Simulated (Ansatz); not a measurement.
# CdIn2O4: the band gap up the ladder of functionals

One table from this session's results is given with a row withheld; the runs are named, their logs left out.

The runs shown are made with Ansatz 0.2.0. PAW datasets, plane waves. No spin polarisation and no zero-point or thermal motion.

### Starting point

The cell was relaxed beforehand with r2SCAN.

It is cubic, Fd-3m (No. 227); a = 9.201 Å in the conventional setting, 13.91 Å³ an atom. Cd has 4 O at 2.20 Å; In has 6 O at 2.19 Å; O has 3 In at 2.19 Å and 1 Cd at 2.20 Å.

Coordinates:

```xyz
14
Lattice="0.0000 4.6004 4.6004 4.6004 0.0000 4.6004 4.6004 4.6004 0.0000" Properties=species:S:1:pos:R:3 pbc="T T T"
Cd    0.0000    0.0000    0.0000
Cd    2.3002    2.3002    2.3002
In    5.7505    5.7505    5.7505
In    5.7505    3.4503    3.4503
In    3.4503    3.4503    5.7505
In    3.4503    5.7505    3.4503
O     7.9299    7.9299    7.9299
O     3.5710    5.6297    5.6297
O     5.8712    5.8712    7.9299
O     5.6297    3.5710    5.6297
O     7.9299    5.8712    5.8712
O     3.5710    3.5710    3.5710
O     5.8712    7.9299    5.8712
O     5.6297    5.6297    3.5710
```

The first run:

input.yaml reads:

```yaml
crystal:
  lattice:
    - [0.0, 4.600362849, 4.600362849]
    - [4.600362849, 0.0, 4.600362849]
    - [4.600362849, 4.600362849, 0.0]
  atoms:
    - { symbol: Cd, position: [0.0, 0.0, 0.0] }
    - { symbol: Cd, position: [0.25, 0.25, 0.25] }
    - { symbol: In, position: [0.625, 0.625, 0.625] }
    - { symbol: In, position: [0.125, 0.625, 0.625] }
    - { symbol: In, position: [0.625, 0.625, 0.125] }
    - { symbol: In, position: [0.625, 0.125, 0.625] }
    - { symbol: O, position: [0.8618762711, 0.8618762711, 0.8618762711] }
    - { symbol: O, position: [0.8356288134, 0.3881237289, 0.3881237289] }
    - { symbol: O, position: [0.8618762711, 0.8618762711, 0.4143711866] }
    - { symbol: O, position: [0.3881237289, 0.8356288134, 0.3881237289] }
    - { symbol: O, position: [0.4143711866, 0.8618762711, 0.8618762711] }
    - { symbol: O, position: [0.3881237289, 0.3881237289, 0.3881237289] }
    - { symbol: O, position: [0.8618762711, 0.4143711866, 0.8618762711] }
    - { symbol: O, position: [0.3881237289, 0.3881237289, 0.8356288134] }
kpoints:
  mp_grid: { grid: [6, 6, 6] }
  band_path:
    path:
      - [[0.0, 0.0, 0.0], [0.5, 4.064362665533e-17, 0.5], [0.625, 0.25, 0.625]]
      - [[0.375, 0.375, 0.75], [0.0, 0.0, 0.0], [0.5, 0.5, 0.5], [0.5, 0.25, 0.75], [0.5, 4.064362665533e-17, 0.5]]
    npoints: 10
hamiltonian:
  xc: pbe
scf:
  occupations: { method: fermi_dirac, width: 0.02 }
  n_extra_bands: 7
output:
  forces: true
  stress: true
  eigenvalues: true
```

The run is started by

```console
ansatz run input.yaml --threads 4 --pin off --max-ram 7372MiB --backend cpu --events-out ev --progress --plain --runs-dir out
```

Among the steps run: PBE band path; r2SCAN; HSE06; Single point with PBE+SOC; PBE0 at the same geometry; LDA at the same geometry; DDH-PBE0; Single point with LC-ωPBE.

One of the session's tables, all rows but one given; the rest of the session is left out.

| level | gap (eV) |
| --- | --- |
| PBE | 1.07 |
| r2SCAN | ? |
| HSE06 | 2.53 |
| PBE+SOC | 1.06 |
| PBE0 | 3.21 |
| LDA | 0.93 |
| DDH-PBE0 | 2.79 |
| LC-ωPBE | 7.82 |

**Question.** Estimate the row for r2SCAN.

As computed: gap (eV): 1.57. In the column «gap (eV)» it lies between PBE (1.07) and HSE06 (2.53).

Meshes: PBE 6×6×6, r2SCAN 6×6×6, HSE06 4×4×4, PBE+SOC 6×6×6, PBE0 4×4×4, LDA 6×6×6, DDH-PBE0 4×4×4, LC-ωPBE 4×4×4.

Against HSE06, PBE is short by 1.46 eV, at 42 % of it, and r2SCAN 62 %. PBE0 lies 0.69 eV above HSE06, which differs from it by screening the long-range exchange.

To keep in mind: Warnings in the runs' records: stress scf threshold loose, stress exchange threshold loose.
